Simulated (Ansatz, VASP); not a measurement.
**AgCl (Chlorargyrite): VASP beside Ansatz**

```
Ag Cl
1.0
     0.00000    2.73500    2.73500
     2.73500    0.00000    2.73500
     2.73500    2.73500    0.00000
Ag Cl
1 1
Direct
  0.98280 0.01129 0.99551
  0.49628 0.50908 0.50356
```

Change from the starting cell: atoms moved at random, drawn with an rms of 0.05 Å.

Alike in both runs: task single point; functional PBE; k mesh 8 × 8 × 8; occupations fermi-dirac, width 0.05 eV; no spin polarisation.

```csv
,VASP,Ansatz
version,VASP 6.6.1,Ansatz 0.2.0
potentials or method,"VASP PAW PBE potentials, release 64 (Ag, Cl)",Ansatz PAW
plane-wave cutoff (eV),520,420
valence electrons in the cell,18,26
```

VASP gave:

- gap on the k mesh at the Fermi level (eV): 0.90
- least direct gap on the mesh (eV): 3.18
- pressure (GPa): 3.9
- largest component of the traceless stress (GPa): 0.11
- rms of the force components (eV/Å): 0.061

Task: Which values does Ansatz return?

Result: gap on the k mesh at the Fermi level (eV): 0.90; least direct gap on the mesh (eV): 3.18; pressure (GPa): 4.0; largest component of the traceless stress (GPa): 0.11; rms of the force components (eV/Å): 0.062.

Atom by atom the forces differ by 0.001 eV/Å (rms over components). The two sets of potentials don't hold the same shells in valence.

A k mesh can miss the band edges.
